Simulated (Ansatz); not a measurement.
# All-electron card of Lu

```xyz
1
Lattice="0.0000 2.4369 2.4369 2.4369 0.0000 2.4369 2.4369 2.4369 0.0000" Properties=species:S:1:pos:R:3 pbc="T T T"
Lu    0.0000    0.0000    0.0000
```

The cell was built from the fcc type and relaxed in the same program, and has space group Fm-3m; it needn't be a known or the stable phase.

Spin–orbit coupling is left out, though it moves levels of the heavy atoms by tenths of an eV or more.

Theory: Ansatz 0.2.0, DFT, PBE, all-electron LAPW, scalar-relativistic.

Numerical set-up: a Γ-centred 15×15×15 k mesh, Fermi–Dirac smearing of 0.05 eV, basis error target 0.25 meV/atom, no spin polarisation.

```
Pressure at this cell : 0.0 kbar
Volume per atom       : 195.3 bohr³
```

(1) Give the computed value. Density of states at the Fermi level (0.2 eV bin).

(2) Predict this quantity. Band gap.

## Answers

(1) 1.56 states/eV per cell.

(2) none: with an odd electron count and no spin polarisation the bands can't all be full, a metal in this set-up (spin order or a larger cell could open a gap).
